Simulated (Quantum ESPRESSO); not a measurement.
**Ta: phonon spectrum and thermodynamics under several settings**

```
Ta
1.0
    -1.65128    1.65128    1.65128
     1.65128   -1.65128    1.65128
     1.65128    1.65128   -1.65128
Ta
1
Direct
  0.00000 0.00000 0.00000
```

All runs used Quantum ESPRESSO 7.5; k mesh 12 × 12 × 12; relaxed cell; no spin polarisation; cutoff 789 eV; occupations cold, width 0.2 eV; q mesh 2 × 2 × 2.

| level | potentials | volume (Å³/atom) | highest frequency (cm⁻¹) | zero-point energy (meV/atom) | entropy at room temperature (k_B/atom) |
| --- | --- | --- | --- | --- | --- |
| LDA | PseudoDojo 0.4.1 SR LDA standard | 16.99 | 177 | 25.2 | 4.42 |
| PBE | PseudoDojo 0.4.1 SR PBE standard | 18.22 | 162 | 21.6 | 4.88 |
| PBEsol | PseudoDojo 0.4.1 SR PBEsol standard | ? | ? | ? | ? |

Problem. What stands in the row left open?

Solution. Volume 17.58 Å³/atom; highest frequency 171 cm⁻¹; zero-point energy 23.5 meV/atom; entropy at room temperature 4.62 k_B/atom.

For the row left open. Caveat: the q mesh is small, so phonon branches between its points and thermal values are rough.
